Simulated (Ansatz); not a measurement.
# Br (simple hexagonal type): how the settings move a single-point run

How sensitive is a single-point run of Br (simple hexagonal type) to its settings? A reference run comes first, then one run with altered input.

Method: reference: DFT, PBE, all-electron LAPW, scalar-relativistic, in Ansatz 0.2.0.

### Step 1. The starting structure

The structure is hexagonal, space group P6/mmm (No. 191). The conventional cell has a = 3.376 Å, b = 3.376 Å, c = 2.530 Å, α = 90.00°, β = 90.00°, γ = 120.00°. Br (site symmetry 6/mmm) has 2 Br at 2.53 Å in its first shell of neighbours.

Structure file:

```
CELL_PARAMETERS angstrom
3.37640 0.00000 0.00000
-1.68820 2.92405 0.00000
0.00000 0.00000 2.53038
ATOMIC_POSITIONS crystal
Br 0.00000 0.00000 0.00000
```

### Step 2. The reference run

File input.yaml:

```yaml
crystal:
  lattice:
    - [3.3764045282, 0.0, 0.0]
    - [-1.6882022641, 2.9240520948, 0.0]
    - [0.0, 0.0, 2.5303783706]
  atoms:
    - { symbol: Br, position: [0.0, 0.0, 0.0] }
kpoints:
  mp_grid: { grid: [15, 15, 14] }
scf:
  occupations: { method: fermi_dirac, width: 0.1 }
hamiltonian:
  xc: pbe
  pseudopotentials: { kind: all_electron, lapw: { basis_error: 0.001 } }
output:
  forces: true
  stress: true
  eigenvalues: true
  populations: true
```

Started as:

```sh
ansatz run input.yaml --threads 1 --pin off --max-ram 2048MiB --backend cpu --events-out ev --progress --plain --runs-dir out
```

### Step 3. Changed: mp_grid.grid [10, 10, 9], dispersion d4

input.yaml: that of step 2 with these lines changed.

```diff
@@ -8,3 +8,3 @@
 kpoints:
-  mp_grid: { grid: [15, 15, 14] }
+  mp_grid: { grid: [10, 10, 9] }
 scf:
@@ -14,2 +14,3 @@
   pseudopotentials: { kind: all_electron, lapw: { basis_error: 0.001 } }
+  dispersion: d4
 output:
```

Q: Predict the outcome of this session. Wanted: for each run, ending; energy change; pressure; gap; force.

**Answer**, as computed:

```
                                       run     ending                                             energy change  pressure (GPa)  gap (eV)  force (eV/Å)  cycles   time
                                 reference  converged                                                         0             8.4      0.00          0.00       7   21 s
1: mp_grid.grid [10, 10, 9], dispersion d4  converged  -342.8 meV/atom (dispersion and other settings together)             6.5      0.00          0.00       7  7.1 s
```

Residual by cycle in the longest SCF loop of each run; runs are numbered as in the table. The quantity is the density residual dr2, in eV.

```
cycle  reference    run 1
    1     0.0516   0.0348
    2     0.0217   0.0148
    3     2.1e-4   1.7e-4
    4     1.4e-6   1.1e-6
    5     4.6e-7   3.0e-7
    6     8.0e-8   4.3e-8
    7    5.4e-10  2.5e-10
```

What this shows: The energy moves by -342.8 meV/atom, nearly all of it the dispersion term itself (-320.9 meV/atom); that offset belongs to the model and is no gain or loss of stability; the pressure goes from 8.4 to 6.5 GPa.
